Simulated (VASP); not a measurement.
Rh:

```xyz
2
Lattice="2.6883 0.0000 0.0000 -1.3441 2.3281 0.0000 0.0000 0.0000 4.3281" Properties=species:S:1:pos:R:3 pbc="T T T"
Rh    0.0000    1.5521    1.0820
Rh    1.3442    0.7760    3.2461
```

This isn't the form of Rh at room conditions, which is fcc.

Base run:

* Program: VASP 6.6.1
* Functional: PBEsol
* Potentials or basis: VASP PAW PBE potentials, release 64 (Rh_pv)
* Cutoff: 900 eV
* k mesh: 18 × 18 × 10
* Occupations: gaussian, width 0.1 eV
* Spin: no spin polarisation

Its results: band gap on the k mesh none (metal or under the smearing width); pressure 0.2 GPa.

Problem. The run is repeated on the same cell with these changes: cutoff from 900 eV to 520 eV; occupations from gaussian, width 0.1 eV to gaussian, width 0.5 eV. What comes out?

Solution. Band gap on the k mesh none (metal or under the smearing width); pressure 2.1 GPa.

Caveats: the PAW data sets were made with another functional, which shifts forces and pressure a little.
